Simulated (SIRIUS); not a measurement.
SrCl2 under changes of volume

One of the cells (28.865 Å³/atom); the others are scaled copies at fixed shape and fractional positions:

```
Sr Cl
1.0
     0.00000    3.51145    3.51145
     3.51145    0.00000    3.51145
     3.51145    3.51145    0.00000
Sr Cl
1 2
Direct
  0.00000 0.00000 0.00000
  0.75000 0.75000 0.75000
  0.25000 0.25000 0.25000
```

| Item | Value |
| --- | --- |
| Program | SIRIUS 7.10.0 |
| Functional | PBEsol |
| Potentials or basis | PseudoDojo 0.4.1 PBEsol standard (scalar relativistic) |
| Cutoff | 937 eV |
| Density cutoff | 3749 eV |
| k mesh | 7 × 7 × 7 |
| Occupations | fermi-dirac, width 0.05 eV |
| Spin | no spin polarisation |

```csv
volume (Å³/atom),energy over the lowest point (meV/atom),pressure (GPa),gap on the mesh (eV)
26.601,?,?,?
27.167,0.04,0.4,5.33
27.733,0.00,-0.4,5.25
28.865,7.51,-1.7,5.10
29.431,14.53,-2.3,5.03
29.997,23.40,-2.8,4.96
```

Task: What does the run at 26.601 Å³/atom give?

Result: Energy over the lowest point 3.03 meV/atom; pressure 1.3 GPa; gap on the mesh 5.41 eV.

Worked out: A Birch-Murnaghan fit of order 3 (a polynomial in V^(-2/3)) to the other rows has its minimum at 27.46 Å³/atom with B0 = V·E''(V) = 38 GPa and B' = 4.6. It gives 3.03 meV/atom at 26.601 Å³/atom, against the run's 3.03, and -dE/dV = 1.3 GPa, against 1.3. A straight line through the other rows of the gap, of slope -3.73 eV per unit of ln V, extrapolates to 5.41 eV, against the run's 5.41.

Energies are extrapolated to zero smearing.

Caveats: an odd mesh through Γ misses points on the zone boundary, where band edges often lie. Spin-orbit coupling on Sr is left out.
